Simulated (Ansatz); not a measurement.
**From three elastic constants to directional properties of AlN**

Method: Ansatz 0.2.0, DFT LDA, scalar-relativistic, plane waves, PAW. Cutoff 420 eV, 6×6×6 k-points (Γ-centred), fixed occupations. No spin polarisation.

The cell is fixed (symmetry leaves no force on the atoms) and stands under 0.0 GPa:
```
Al N
1.0
     0.00000    2.17100    2.17100
     2.17100    0.00000    2.17100
     2.17100    2.17100    0.00000
Al N
1 1
Direct
  0.00000 0.00000 0.00000
  0.25000 0.25000 0.25000
```

The cell is the ideal cubic zincblende prototype; this isn't the usual structure of the compound.

With ions relaxed, on the cubic axes: C11 = 300.0, C12 = 165.9, C44 = 188.2 GPa. The density is 3.326 g/cm³.

Q: Is the crystal stable against strain, and how anisotropic is it?

A: Born's conditions hold: C11 + 2C12 = 631.7, C11 − C12 = 134.1 and C44 = 188.2 GPa are all positive. B = (C11 + 2C12)/3 = 210.6 GPa. The two shear moduli are C44 and C′ = (C11 − C12)/2 = 67.0 GPa, so Zener's ratio is A = C44/C′ = 2.81: the tetragonal shear C′ is the soft one, as in many fcc and bcc metals and zincblende crystals. The Cauchy pressure C12 − C44 is -22.3 GPa; it would vanish for pair forces between atoms on inversion centres at zero pressure, and a negative value is usual with directional bonding, though many-body forces give one in some ionic oxides too.

Q: Give the sound speeds along the three symmetry directions.

A: The Christoffel equation gives ρv² for each branch:
```tsv
direction	branch	ρv²	GPa	v (m/s)
[100]	L	C11	300.0	9497
[100]	T (×2)	C44	188.2	7522
[110]	L	(C11 + C12 + 2C44)/2	421.1	11252
[110]	T, u ∥ [001]	C44	188.2	7522
[110]	T, u ∥ [1-10]	(C11 − C12)/2	67.0	4490
[111]	L	(C11 + 2C12 + 4C44)/3	461.5	11779
[111]	T (×2)	(C11 − C12 + C44)/3	107.4	5683
```

In a piezoelectric crystal some branches stiffen further, which is left out.

Q: How does Young's modulus depend on direction?

A: Inverting gives S11 = 5.500, S12 = -1.958, S44 = 5.314 TPa⁻¹. Along a unit vector (l, m, n), 1/E = S11 − 2(S11 − S12 − S44/2)(l²m² + m²n² + n²l²), where the last bracket is 0, 1/4 and 1/3 for [100], [110] and [111]: E = 182, 323 and 435 GPa. With A > 1 the body diagonal is stiffest. For a film on (001), the biaxial modulus is C11 + C12 − 2C12²/C11 = 282 GPa and the normal strain is −2C12/C11 = -1.11 times the in-plane one.

Cost: 2 runs of about 0.4 core-minutes in all, on Oxide Virtual Turin-like Processor (Zen 5) (shared hosts).

The anisotropy follows from the geometry of the tetrahedral network. The Al–N bonds lie along the body diagonals, so pulling along [111] stretches one set of bonds directly, and Young's modulus reaches 435 GPa, against 182 GPa along [100]. A volume-conserving tetragonal strain leaves all bond lengths unchanged to first order and is resisted mainly by bond bending, which explains the low C′ of 67.0 GPa. The shear governed by C44 also changes bond lengths, even after the sublattices have relaxed against each other. The strong polarity of the Al–N bond probably widens the contrast, since ionic character weakens the angular forces more than it does the resistance to stretching. The same soft shear gives the slowest acoustic branch, along [110] with [1-10] polarisation.

The positive Born combinations establish stability against small homogeneous strains only; they exclude neither a phonon instability at finite wavevector nor a lower-energy wurtzite phase.
